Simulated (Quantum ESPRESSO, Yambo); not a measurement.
**A GW run on GaN (F-43m) in Yambo, with inputs changed**

What do changed inputs do to GW on GaN (F-43m)?

Main program and level: Yambo 5.3.0; PBE and many-body steps on it, plane waves.

This is a report of a sequence of runs, with most program output left out.

## 1. The structure

Symmetry: F-43m, No. 216, cubic system. Conventional cell: a = 4.507 Å, b = 4.507 Å, c = 4.507 Å, α = 90.00°, β = 90.00°, γ = 90.00°. Nearest to Ga lie 4 N at 1.95 Å. Nearest to N lie 4 Ga at 1.95 Å. Farther neighbours and most contacts between anions are not listed.

As a file:

```xyz
2
Lattice="0.0000 2.2535 2.2535 2.2535 0.0000 2.2535 2.2535 2.2535 0.0000" Properties=species:S:1:pos:R:3 pbc="T T T"
Ga    0.0000    0.0000    0.0000
N     3.3803    3.3803    3.3803
```

The cell and positions are those that the Materials Project relaxed with its own functionals (PBE, PBE+U or r2SCAN), kept fixed. This is not the form that GaN usually takes at ambient conditions.

## 2. Base

This step: Yambo 5.3.0; G0W0 on PBE, plane waves, norm-conserving pseudopotentials.

Now the one-shot GW correction: screening in the RPA, then the self-energy of the levels asked for.

Contents of gw2.in:

```
HF_and_locXC
gw0
dyson
ppa
em1d
rim_cut
RandQpts= 1000000
RandGvec= 1 RL
EXXRLvcs= 72 Ry
VXCRLvcs= 288 Ry
Chimod= "HARTREE"
% BndsRnXp
 1 | 68 |
%
NGsBlkXp= 10.5 Ry
% LongDrXp
 1 | 1 | 1 |
%
% GbndRnge
 1 | 68 |
%
DysSolver= "n"
ExtendOut
PPAPntXp= 27.21138 eV
% QPkrange
 1 | 1 | 8 | 11 |
%
```

Run with:

```bash
OMP_NUM_THREADS=1 mpirun -n 4 yambo -F gw2.in -J gw2 -C gw2 > gw2.log
```

Wall time 68 s (4 MPI ranks of Arm Neoverse V1, shared host); peak memory 1.3 GiB.

This step gave:

| Property | Result |
| --- | --- |
| G0W0 gap on the points computed | 2.029 eV |
| starting gap on the mesh | 1.759 eV |
| k of the valence top | 0, 0, 0 |
| k of the conduction bottom | 0, 0, 0 |
| least direct G0W0 gap on the computed points | 2.029 eV |
| Z at the valence top | 0.7946 |
| Z at the conduction bottom | 0.8186 |

The gap on the mesh goes from 1.76 eV to 2.03 eV, a correction of +0.27 eV.

## 3. Pole fitted at another frequency

Contents of gw7.in:

```
HF_and_locXC
gw0
dyson
ppa
em1d
rim_cut
RandQpts= 1000000
RandGvec= 1 RL
EXXRLvcs= 72 Ry
VXCRLvcs= 288 Ry
Chimod= "HARTREE"
% BndsRnXp
 1 | 68 |
%
NGsBlkXp= 10.5 Ry
% LongDrXp
 1 | 1 | 1 |
%
% GbndRnge
 1 | 68 |
%
DysSolver= "n"
ExtendOut
PPAPntXp= 10 eV
% QPkrange
 1 | 1 | 8 | 11 |
%
```

Run with:

```bash
OMP_NUM_THREADS=1 mpirun -n 4 yambo -F gw7.in -J gw7 -C gw7 > gw7.log
```

Elapsed: 69 s, on 4 MPI ranks; peak memory 1.3 GiB.

This step gave:

* G0W0 gap on the points computed: 2.022 eV
* starting gap on the mesh: 1.759 eV
* k of the valence top: 0, 0, 0
* k of the conduction bottom: 0, 0, 0
* least direct G0W0 gap on the computed points: 2.022 eV
* Z at the valence top: 0.7695
* Z at the conduction bottom: 0.7966

Against G0W0 in Yambo (6×6×6 mesh, 68 bands, screening to 142.9 eV, Godby-Needs plasmon pole), the gap moves by −0.006 eV.

## 4. More bands than the database holds

Contents of gw8.in:

```
HF_and_locXC
gw0
dyson
ppa
em1d
rim_cut
RandQpts= 1000000
RandGvec= 1 RL
EXXRLvcs= 72 Ry
VXCRLvcs= 288 Ry
Chimod= "HARTREE"
% BndsRnXp
 1 | 465 |
%
NGsBlkXp= 10.5 Ry
% LongDrXp
 1 | 1 | 1 |
%
% GbndRnge
 1 | 465 |
%
DysSolver= "n"
ExtendOut
PPAPntXp= 27.21138 eV
% QPkrange
 1 | 1 | 8 | 11 |
%
```

Run with:

```bash
OMP_NUM_THREADS=1 mpirun -n 4 yambo -F gw8.in -J gw8 -C gw8 > gw8.log
```

The job ended after 2.5 s (4 MPI ranks; peak memory 0.96 GiB).

The run stopped with an error after 2.5 s.

The program's words: [ERROR] STOP signal received while in[05.01] Setup: observables and procedures [ERROR] Error in parallel wf distribution (Dipole ic)

The fault put into this input: more bands than the database holds.

## 5. The runs together

Times are wall times on 4 MPI ranks of Arm Neoverse V1, shared host, good to a factor of about two.

```csv
run,mesh,bands,screening cutoff (eV),DFT gap (eV),gap on the mesh (eV),direct (eV),time
base,6×6×6,68,142.9,1.759,2.029,2.029,68 s
pole fitted at another frequency,6×6×6,68,142.9,1.759,2.022,2.022,69 s
```

## 6. What came out

* base: 2.029 eV
* pole fitted at another frequency: 2.022 eV
* known limits: not at the basis limit; exchange with frozen shells missing; no spin-orbit coupling

**Reading.** Pole fitted at another frequency: −0.006 eV against base (keys changed: PPAPntXp). Bands and cutoff are finite, so the gap is not at the basis limit. The miss can reach some tenths of an eV and take either sign; the mesh is an error of its own. In the G0W0 runs levels were corrected at 1 k point alone, so a gap called «on the mesh» is the least over those, and an edge elsewhere would be missed. The norm-conserving file of at least one element keeps a d shell over frozen s and p shells of the same row. Exchange with those shells is missing from the self-energy, an error of 0.3 to 0.9 eV in cases checked, whose sign depends on which edge lies on those atoms. The many-body steps are scalar-relativistic: spin-orbit coupling is not in them.

[Paths, hosts, dates, memory and timing lines, banners, echoed tables and standing remarks are left out of the program output.]

[Logs are printed without paths, hosts, clocks, repeated set-up lines and the standing remarks that a program may print on its own settings, such as how far it seeks lower states.]

[Runs of the session that timed out or met a known fault of the program may be left out.]

[Hosts, paths, dates, database ids (printed as entryN), source tags and the programs' standing remarks are cut or masked in the printed files.]
